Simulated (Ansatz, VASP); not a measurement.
## Two plane-wave programs on AlP2

```xyz
6
Lattice="0.0000 4.2242 4.3714 2.4481 0.0000 4.3714 2.4481 4.2242 0.0000" Properties=species:S:1:pos:R:3 pbc="T T T"
Al    3.6721    6.3363    6.5571
Al    2.4481    4.2242    4.3714
P     1.2240    0.7012    2.1857
P     1.2240    3.5230    2.1857
P     2.4481    1.4109    4.3714
P     2.4481    7.0376    4.3714
```

Alike in both runs: task single point; functional PBE; k mesh 6 × 6 × 6; occupations gaussian, width 0.1 eV; no spin polarisation.

|  | VASP | Ansatz |
| --- | --- | --- |
| version | VASP 6.6.1 | Ansatz 0.2.0 |
| potentials or method | VASP PAW PBE potentials, release 64 (Al, P) | scalar-relativistic, plane waves, PAW |
| plane-wave cutoff (eV) | 520 | 420 |
| valence electrons in the cell | 26 | 26 |

Ansatz gave:

* gap on the k mesh at the Fermi level (eV): none
* pressure (GPa): -0.3
* largest component of the traceless stress (GPa): 2.62
* rms of the force components (eV/Å): 0.201

Task: Estimate VASP's values.

Result: gap on the k mesh at the Fermi level (eV): none; pressure (GPa): -0.4; largest component of the traceless stress (GPa): 2.61; rms of the force components (eV/Å): 0.200.

Atom by atom the forces differ by 0.000 eV/Å (rms over components). A gap of «none» marks a metal or a gap that the smearing closes. With one functional, cell and mesh, what is left measures potentials, basis and numerics.
